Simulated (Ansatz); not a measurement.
Runs of Ansatz 0.2.0 on Sn. It takes space group Fd-3m (No. 227, cubic). The conventional cell has a = 6.467 Å, b = 6.467 Å, c = 6.467 Å, α = 90.00°, β = 90.00°, γ = 90.00°. Sn (site symmetry -43m) has 4 Sn at 2.80 Å as nearest neighbours. This isn't the form of Sn at room conditions, which is tetragonal (white tin).

| task | level | cell | cutoff (eV) | smearing | gap on the mesh (eV) | pressure (GPa) | relaxed volume (Å³/atom) |
| --- | --- | --- | --- | --- | --- | --- | --- |
| relaxation of cell and atoms | revPBE+D4 | relaxed | - | fermi-dirac 0.05 eV | - | 0.0 | 35.43 |
| relaxation of cell and atoms | RPBE | relaxed | - | fermi-dirac 0.05 eV | - | 0.0 | 38.17 |
| single point | PBE | as given | 257 | gaussian 0.024 eV | none | 3.8 | - |
| single point | PBE | as given | 257 | gaussian 0.018 eV | none | 3.8 | - |
| band structure | PBEsol | as given | 257 | fermi-dirac 0.05 eV | - | (a) | - |

Alike in all rows: potentials or basis all-electron LAPW, scalar-relativistic; no spin polarisation; k mesh 7 × 7 × 7; basis error allowed 0.001 eV/atom.

**Question.** Fill in the values left out.

**Answer.** (a) 1.5.

Caveats: the volume moved by +13 % from the deposited cell, more than functionals usually miss (some runs); spin-orbit coupling is left out, which moves the levels of the heavy elements (some runs).

A k mesh can miss the band edges, and the runs leave out spin-orbit coupling on Sn.

A gap of «none» marks a metal or a gap under the smearing width.
